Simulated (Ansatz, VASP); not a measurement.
# One calculation of Ag, two programs

```xyz
1
Lattice="-1.6126 1.6126 1.6126 1.6126 -1.6126 1.6126 1.6126 1.6126 -1.6126" Properties=species:S:1:pos:R:3 pbc="T T T"
Ag    0.0000    0.0000    0.0000
```

Alike in both runs: functional PBEsol; k mesh 18 × 18 × 18; occupations gaussian, width 0.1 eV; no spin polarisation.

Ansatz relaxed the structure, and its values are those at the end. VASP's run is a single point on that final structure, the one shown.

|  | VASP | Ansatz |
| --- | --- | --- |
| version | VASP 6.6.1 | Ansatz 0.2.0 |
| potentials or method | VASP PAW PBE potentials, release 64 (Ag) | scalar-relativistic, plane waves, PAW |
| plane-wave cutoff (eV) | 520 | 420 |
| valence electrons in the cell | 11 | 19 |

|  | VASP | Ansatz | Ansatz less VASP |
| --- | --- | --- | --- |
| gap on the k mesh at the Fermi level (eV) | none | none | - |
| pressure (GPa) | -0.2 | 0.0 | +0.22 |

A gap of «none» marks a metal or a gap that the smearing closes. The two sets of potentials don't hold the same shells in valence.

Caveats: the PAW data sets were made with another functional, which shifts forces and pressure a little (VASP).
